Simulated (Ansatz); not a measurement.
# BeS at 12 GPa: from Born charge to LO–TO splitting and polaron coupling

All numbers below come from Ansatz, DFT PBE, scalar-relativistic, plane waves, PAW. Settings: 420 eV plane-wave cutoff, Γ-centred 8×8×8 mesh, fixed occupations. No spin polarisation. Phonons by linear response, acoustic sum rule imposed.

The cell, relaxed at 12 GPa:
```
Be S
1.0
     0.00000    2.35363    2.35363
     2.35363    0.00000    2.35363
     2.35363    2.35363    0.00000
Be S
1 1
Direct
  0.00000 0.00000 0.00000
  0.75000 0.75000 0.75000
```

Linear response gives ν_TO = 647.7 cm⁻¹, Born charges ±1.492 e (positive on Be) and ε∞ = 5.447. The primitive cell holds 26.076 Å³, and the masses are 9.012 and 32.060 amu.

Question: Find ν_LO and the static dielectric constant.

Answer: The long-wave field adds a restoring force: ω_LO² − ω_TO² = Z*²e²/(ε_vac ε∞ μV). In these units ν_LO² − ν_TO² = 4.92064×10⁷ Z*²/(μ V ε∞) cm⁻², with μ = m₁m₂/(m₁ + m₂) = 7.035 amu: 109610 cm⁻². So ν_LO = √(647.7² + 109610) = 727.4 cm⁻¹, and the run gives 727.4. Lyddane–Sachs–Teller then gives ε0 = ε∞ (ν_LO/ν_TO)² = 6.87, against 6.87 in the run (it forms both from the same three quantities, so the match checks the arithmetic only). Between ν_TO and ν_LO the dielectric function is negative and an undamped crystal reflects fully: a reststrahlen band from 13.7 to 15.4 μm.

Question: What do the Clausius–Mossotti polarisability and the Szigeti charge come to?

Answer: With the Lorentz local field, α = (3V/4π)(ε∞ − 1)/(ε∞ + 2) = 3.72 Å³ for the pair, and e_S = 3Z*/(ε∞ + 2) = 0.60 e. The Born charge includes the electrons' response to the dipole's own local field, and e_S takes that enhancement out. The Lorentz field assumes point-like polarisable ions, a poor picture once ε∞ is this large, since the electron clouds then overlap or are shared, so both numbers are formal here.

Question: How strongly does a slow electron couple to the LO mode?

Answer: For one isotropic parabolic band, Fröhlich's constant is α_F = (1/ε∞ − 1/ε0) √(m* Ry/ħω_LO), with Ry = 13.606 eV, ħω_LO = 90.2 meV and m* in free-electron masses: α_F = 0.0380 × 12.28 × √m* = 0.47 √m*. The band mass isn't part of this run; for m* = 0.1, 0.3 and 1 it gives 0.15, 0.26, 0.47. In weak coupling the polaron lies α_F ħω_LO below the band edge (23 meV at m* = 0.3) with a mass m*(1 + α_F/6); past α_F of about 5 or 6 that expansion fails. A semilocal functional's ε∞ tends to be too large, which taken alone lowers α_F.

Cost: 1 run of about 0.16 core-minutes, on Intel Xeon 6975P-C (Granite Rapids) (shared hosts).